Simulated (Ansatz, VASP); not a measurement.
**MgS (Niningerite) in VASP and in Ansatz**

```
CELL_PARAMETERS angstrom
0.00000 2.60165 2.60165
2.60165 0.00000 2.60165
2.60165 2.60165 0.00000
ATOMIC_POSITIONS crystal
S 0.50000 0.50000 0.50000
Mg 0.00000 0.00000 0.00000
```

Alike in both runs: task relaxation of cell and atoms; functional PBE; k mesh 9 × 9 × 9; occupations fermi-dirac, width 0.05 eV; no spin polarisation.

|  | VASP | Ansatz |
| --- | --- | --- |
| version | VASP 6.6.1 | Ansatz 0.2.0 |
| potentials or method | VASP PAW PBE potentials, release 64 (S, Mg) | Ansatz PAW |
| plane-wave cutoff (eV) | 900 | 420 |
| valence electrons in the cell | 8 | 16 |

Ansatz gave:

```
gap on the k mesh at the Fermi level, each at its own relaxed structure (eV) : 2.89
relaxed volume (Å³/atom)                                                     : 17.88
relaxed cell length with the largest relative difference (Å)                 : 3.698
```

Problem. Which values does VASP return?

Solution. gap on the k mesh at the Fermi level, each at its own relaxed structure (eV): 2.88; relaxed volume (Å³/atom): 17.81; relaxed cell length with the largest relative difference (Å): 3.693.

The two sets of potentials don't hold the same shells in valence.

Caveats: an odd mesh through Γ misses points on the zone boundary, where band edges often lie (VASP); odd divisions of the mesh miss points on the zone boundary, where band edges often lie, so the gap on the mesh can be too wide (Ansatz); the plane-wave basis is chosen anew once the cell has moved, so the energies of steps on either side of that aren't comparable (Ansatz). Zero-point motion and thermal expansion aren't in these numbers. As with any semilocal functional, this PBE gap is likely too small.
